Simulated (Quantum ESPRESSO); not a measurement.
Runs of Quantum ESPRESSO 7.5 on TiC. The structure is cubic, space group Fm-3m (No. 225). The conventional cell has a = 4.331 Å, b = 4.331 Å, c = 4.331 Å, α = 90.00°, β = 90.00°, γ = 90.00°. Around Ti (site symmetry m-3m) lie 6 C at 2.17 Å. Around C (site symmetry m-3m) lie 6 Ti at 2.17 Å. The cell is a database's computed one.

| task | level | potentials or basis | spin | fixed moment (μB) | k mesh | cutoff (eV) | smearing | mixing beta | SCF threshold | mixing mode | form of the LDA correlation | other keys | mesh quality | gap on the mesh (eV) | pressure (GPa) | V0 of scaled cells (Å³/atom) | B0 (GPa) |
| --- | --- | --- | --- | --- | --- | --- | --- | --- | --- | --- | --- | --- | --- | --- | --- | --- | --- |
| band structure | LDA | PseudoDojo 0.4.1 SR LDA standard | off | - | 11 × 11 × 11 | 1143 | fermi-dirac 0.05 eV | 0.5 | 4e-10 Ry | - | PW92 | - | not flagged | none | (b) | - | - |
| band structure | PBEsol | PseudoDojo 0.4.1 SR PBEsol standard | off | - | 11 × 11 × 11 | 1143 | fermi-dirac 0.05 eV | 0.5 | 4e-10 Ry | - | - | - | not flagged | none | -6.5 | - | - |
| equation of state | LDA | PseudoDojo 0.4.1 SR LDA standard | off | - | 11 × 11 × 11 | 1143 | fermi-dirac 0.05 eV | 0.5 | 4e-10 Ry | - | PW92 | - | not flagged | - | - | 9.69 | 283 |
| equation of state | PBE+D2 | PseudoDojo 0.4.1 SR PBE standard | off | - | 11 × 11 × 11 | 1143 | fermi-dirac 0.05 eV | 0.5 | 4e-10 Ry | - | - | - | not flagged | - | - | 10.11 | (a) |
| equation of state | PBEsol | PseudoDojo 0.4.1 SR PBEsol standard | off | - | 11 × 11 × 11 | 1143 | fermi-dirac 0.05 eV | 0.5 | 4e-10 Ry | - | - | - | not flagged | - | - | 9.90 | 268 |
| band structure | rev-vdW-DF2 | PseudoDojo 0.4.1 SR PBE standard | off | - | 11 × 11 × 11 | 1143 | fermi-dirac 0.05 eV | 0.5 | 4e-10 Ry | - | - | - | not flagged | none | -2.1 | - | - |
| band structure | optB88-vdW | PseudoDojo 0.4.1 SR PBE standard | off | - | 11 × 11 × 11 | 1143 | fermi-dirac 0.05 eV | 0.5 | 4e-10 Ry | - | - | - | not flagged | none | 0.8 | - | - |

Alike in all rows: cell as given.

**Question.** Fill in the values left out.

**Answer.** (a) 260; (b) -12.3.

Caveats: the potentials were made for another functional, which shifts forces and pressure (some runs).

A gap of «none» marks a metal or a gap under the smearing width.
